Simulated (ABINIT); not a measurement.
Runs of ABINIT 10.8.3 (patched build) on ZrC. Symmetry: Fm-3m, No. 225, cubic system. The conventional cell has a = 4.730 Å, b = 4.730 Å, c = 4.730 Å, α = 90.00°, β = 90.00°, γ = 90.00°. Zr (site symmetry m-3m) is surrounded by 6 C at 2.37 Å. Around C (site symmetry m-3m) lie 6 Zr at 2.37 Å. 

| task | level | potentials or basis | spin | cell | k mesh | cutoff (eV) | fine-grid cutoff | cutoff smearing ecutsm (Ha) | stop of the response cycle (tolvrs) | acoustic sum rule (asr) | bands in the sums | mesh quality | gap on the mesh (eV) | pressure (GPa) | relaxed volume (Å³/atom) |
| --- | --- | --- | --- | --- | --- | --- | --- | --- | --- | --- | --- | --- | --- | --- | --- |
| single point | PBEsol | JTH PAW PBE v2.0 | off | cell relaxed | 8 × 8 × 8 | 517 | 1034.03 eV | - | - | - | - | not flagged | none | -0.1 | - |
| phonons | PBE | PseudoDojo NC SR PBE v0.4.1 standard | off | cell relaxed at zero pressure by an earlier run | 6 × 6 × 6, with 4 shifts | 1116 | - | 0.5 | 1e-08 | 1 | - | not flagged | - | 0.1 | - |
| single point | PBEsol | PseudoDojo NC SR PBEsol v0.4.1 standard | off | as given | 8 × 8 × 8 | 1007 | - | - | - | - | - | not flagged | none | -8.5 | - |
| single point | PBE | PseudoDojo NC SR PBE v0.5 stringent | off | as given | 8 × 8 × 8 | 1116 | - | - | - | - | - | not flagged | none | -2.8 | - |
| single point | PBE | PseudoDojo NC FR PBE v0.4 standard | SOC, no magnetisation | as given | 8 × 8 × 8 | 1007 | - | - | - | - | - | not flagged | none | -2.9 | - |
| optical spectrum | PBE | PseudoDojo NC FR PBE v0.4 standard | SOC, no magnetisation | as given | 6 × 6 × 6, with 4 shifts | 1007 | - | - | - | - | 32 | not flagged | - | -2.8 | - |
| single point | PBE | PseudoDojo NC SR PBE v0.4.1 standard | off | cell relaxed | 8 × 8 × 8 | 1116 | - | - | - | - | - | not flagged | none | -0.1 | - |
| relaxation of cell and atoms | PBE | PseudoDojo NC SR PBE v0.4.1 standard | off | relaxed | 8 × 8 × 8 | 1116 | - | 0.5 | - | - | - | not flagged | none | 0.0 | (a) |
| phonon dispersion | PBEsol | PseudoDojo NC SR PBEsol v0.4.1 standard | off | as given | 4 × 4 × 4, with 4 shifts | 1007 | - | - | 1e-08 | 1 | - | coarse | - | -8.3 | - |
| relaxation of cell and atoms | PBEsol | JTH PAW PBE v2.0 | off | relaxed | 8 × 8 × 8 | 517 | 1034.03 eV | 0.5 | - | - | - | not flagged | none | 0.0 | (b) |

Alike in all rows: smearing fermi-dirac 0.05 eV.

Problem. Fill in the values left out.

Solution. (a) 13.06; (b) 12.72.

Caveats: some runs use coarse meshes; the PAW data sets were made with another functional, which shifts forces and pressure a little (some runs); the intraband (Drude) term is left out (some runs); spectra need much finer meshes, so this one isn't converged (some runs); independent-particle spectra lack excitons (some runs); the mesh is coarse for a metal's response (some runs); the cell is more than 3 GPa from zero pressure, which shifts response properties (some runs).

A k mesh can miss the band edges, and rows without SOC leave out spin-orbit coupling on Zr.

A gap of «none» marks a metal or a gap under the smearing width.
